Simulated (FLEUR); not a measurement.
Crystal: Hf.

```
CELL_PARAMETERS angstrom
0.00000 2.22000 2.22000
2.22000 0.00000 2.22000
2.22000 2.22000 0.00000
ATOMIC_POSITIONS crystal
Hf 0.00000 0.00000 0.00000
```

This isn't the form of Hf at room conditions, which is hcp.

- Program: FLEUR MaX-R8.1 (later development tree)
- Task: single point
- Functional: PBEsol
- Potentials or basis: all-electron
- Basis: FLAPW
- Kmax: 4.1 1/bohr
- k mesh: 10 × 10 × 10
- Occupations: fermi-dirac, width 0.05 eV
- Spin: no spin polarisation
- Gmax: 12.7 1/bohr
- Muffin-tin radii: Hf 2.66 bohr
- lmax: Hf 10
- lnonsphr: Hf 10
- Local orbitals a species: Hf 4
- Max iterations: 60
- Mixing factor: 0.05
- Mixer: Anderson
- Mixer history: 15

On this cell: band gap on the k mesh none (metal or under the smearing width).

The same run follows on a disturbed copy (cell strained at random at fixed volume):

```xyz
1
Lattice="-0.0435 2.2075 2.2134 2.1628 -0.0427 2.2126 2.1720 2.2159 -0.0519" Properties=species:S:1:pos:R:3 pbc="T T T"
Hf   -0.0318   -0.0028   -0.0204
```

Q: What changes?

A: The energy (extrapolated to zero smearing) moves by +8.5 meV/atom; band gap on the k mesh none (metal or under the smearing width).
